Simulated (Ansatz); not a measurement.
# SnSe, space group Fm-3m: a convergence test of the plane-wave cutoff

Computed with the Ansatz DFT code, driven from Python.

Notebook, run cell by cell (the value of a cell's last expression is shown):

In [1]:
```python
import ansatz as az
from pymatgen.core import Lattice, Structure
from pymatgen.io.ase import AseAtomsAdaptor
from tabulate import tabulate

pmg_structure = Structure(
    Lattice([(0.0, 3.01, 3.01), (3.01, 0.0, 3.01), (3.01, 3.01, 0.0)]),
    ["Sn", "Se"],
    [
        (0.0, 0.0, 0.0),
        (0.5, 0.5, 0.5),
    ],
)
xtal = az.Crystal.from_ase(AseAtomsAdaptor.get_atoms(pmg_structure))
```

In [2]:
```python
base = (
    xtal.calculation()
    .kpoints(6)
    .occupations(az.OccupationsMethod.FIXED)
    .functional(az.Functional.PBESOL)
    .stress()
)
```

In [3]:
```python
rows = []
for value in [250, 350, 450, 550]:
    rep = base.basis(value).run(threads=1, backend="cpu").report
    rows.append((value, rep["free_energy_ev"] / len(rep["lattice"]["sites"]), rep["n_iterations"], sum(rep["stress_gpa"][i][i] for i in range(3)) / 3, rep["n_pw"]))
```
```text
DeckWarning: basis.ecutwfc = 250 eV is below the records' recommended 420 eV, and the density's cutoff is lower with it unless basis.ecutrho_ratio is high enough to keep the records' density cutoff: compare with a run at a higher cutoff
DeckWarning: basis.ecutwfc = 350 eV is below the records' recommended 420 eV, and the density's cutoff is lower with it unless basis.ecutrho_ratio is high enough to keep the records' density cutoff: compare with a run at a higher cutoff
```

In [4]:
```python
print(tabulate(rows, headers=["cutoff (eV)", "F/atom (eV)", "iterations", "P (GPa)", "plane waves"], floatfmt=".4f", tablefmt="github"))

# the last row is the reference
for row in rows[:-1]:
    shift = 1000 * (row[1] - rows[-1][1])
    print(f"{row[0]}: {shift:+.2f} meV/atom" + ("  (within 1 meV)" if abs(shift) < 1 else ""))
```
```text
|   cutoff (eV) |   F/atom (eV) |   iterations |   P (GPa) |   plane waves |
|---------------|---------------|--------------|-----------|---------------|
|           250 |    -5686.9914 |            7 |   -2.2188 |           531 |
|           350 |    -5687.4331 |            6 |   -2.2490 |           869 |
|           450 |    -5687.4349 |            6 |   -2.2630 |          1243 |
|           550 |    -5687.4352 |            6 |   -2.2664 |          1639 |
250: +443.84 meV/atom
350: +2.15 meV/atom
450: +0.35 meV/atom  (within 1 meV)
```

From 450 eV on it stays within 1 meV an atom of the value at 550 eV; the first row (250 eV) is off by 443.8 meV and the last but one by 0.35 meV. The energy falls steadily, as expected when plane waves are added. The pressure moves from -2.22 to -2.27 GPa (the program's stress holds a Pulay correction, so it settles early).

Pressure is positive in compression. The starting cell is as deposited in a crystallographic database; the results hold for this polymorph, which needn't be the stable one. Warnings are shown shortened and without file and line. Shifts are counted from the last row, which is itself no proven limit. Timing: 5.3 s on 1 thread of Arm Neoverse V1, with other jobs on the host, peak memory 0.46 GiB.
